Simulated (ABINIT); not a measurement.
Runs of ABINIT 10.8.3 (patched build) on TePb. The structure is cubic, space group Pm-3m (No. 221). The conventional cell has a = 4.002 Å, b = 4.002 Å, c = 4.002 Å, α = 90.00°, β = 90.00°, γ = 90.00°. Pb (site symmetry m-3m) has 8 Te at 3.47 Å as nearest neighbours. Te (site symmetry m-3m) is surrounded by 8 Pb at 3.47 Å. Measurements of this composition are mostly on another form, of space group No. 225.

```csv
task,level,potentials or basis,spin,k mesh,cutoff (eV),fine-grid cutoff,mesh quality,gap on the mesh (eV),pressure (GPa)
single point,PBEsol,JTH PAW PBE v2.0,off,3 × 3 × 3,599,1197.3 eV,coarse,0.73,(b)
band structure,AM05,JTH PAW PBE v2.0,"SOC, no magnetisation",7 × 7 × 7,599,1197.3 eV,not flagged,none,-2.5
single point,r2SCAN,JTH PAW PBE v2.0,off,9 × 9 × 9,707,1306.15 eV,not flagged,none,(a)
band structure,LDA,JTH PAW LDA v2.0 sp,off,7 × 7 × 7,408,816.342 eV,not flagged,none,-4.0
```

Alike in all rows: cell as given; smearing fermi-dirac 0.05 eV.

Q: Estimate the missing entries.

A: (a) -0.7; (b) -1.9.

Caveats: some runs use coarse meshes; the PAW data sets were made with another functional, which shifts forces and pressure a little (some runs); spin-orbit coupling is left out, which as a rule narrows the gap of such compounds by several tenths of an eV (some runs); an odd mesh through Γ misses points on the zone boundary, where band edges often lie (some runs); spin-orbit coupling is left out, which moves the levels of the heavy elements (some runs); this set keeps more shells in the core, which shifts pressures and gaps (some runs).

A k mesh can miss the band edges, and rows without SOC leave out spin-orbit coupling on Pb, Te.

A gap of «none» marks a metal or a gap under the smearing width.

The runs don't all hold the same shells in valence.

Runs at the PBE level aren't shown here.
